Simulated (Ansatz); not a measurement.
**Bi under changes of volume**

One of the cells (33.614 Å³/atom); the others are scaled copies at fixed shape and fractional positions:

```
CELL_PARAMETERS angstrom
3.23838 0.00000 0.00000
0.00000 3.22164 0.00000
-0.08045 0.00000 6.44389
ATOMIC_POSITIONS crystal
Bi 0.54425 0.00000 0.74958
Bi 0.45575 0.00000 0.25042
```

This isn't the form of Bi at room conditions, which is rhombohedral.

- Program: Ansatz 0.2.0
- Functional: PBE
- Potentials or basis: Ansatz PAW
- Cutoff: 420 eV (not typed: the program's choice for these potentials)
- k mesh: 8 × 8 × 4
- Occupations: fermi-dirac, width 0.05 eV
- Spin: no spin polarisation

```tsv
volume (Å³/atom)	energy over the lowest point (meV/atom)	pressure (GPa)	largest force (eV/Å)
31.597	?	?	?
32.270	37.28	4.7	0.027
32.942	20.52	3.3	0.021
33.614	9.09	2.1	0.017
34.286	2.41	1.1	0.015
34.959	0.00	0.1	0.016
35.631	1.42	-0.7	0.018
```

Problem. What does the run at 31.597 Å³/atom give?

Solution. Energy over the lowest point 59.96 meV/atom; pressure 6.2 GPa; largest force 0.034 eV/Å.

Worked out: A Birch-Murnaghan fit of order 3 (a polynomial in V^(-2/3)) to the other rows has its minimum at 35.03 Å³/atom with B0 = V·E''(V) = 47 GPa and B' = 4.7 at fixed shape and positions, which overstates the stiffness. It gives 60.02 meV/atom at 31.597 Å³/atom, against the run's 59.96, and -dE/dV = 6.2 GPa, against 6.2.

Energies are extrapolated to zero smearing.
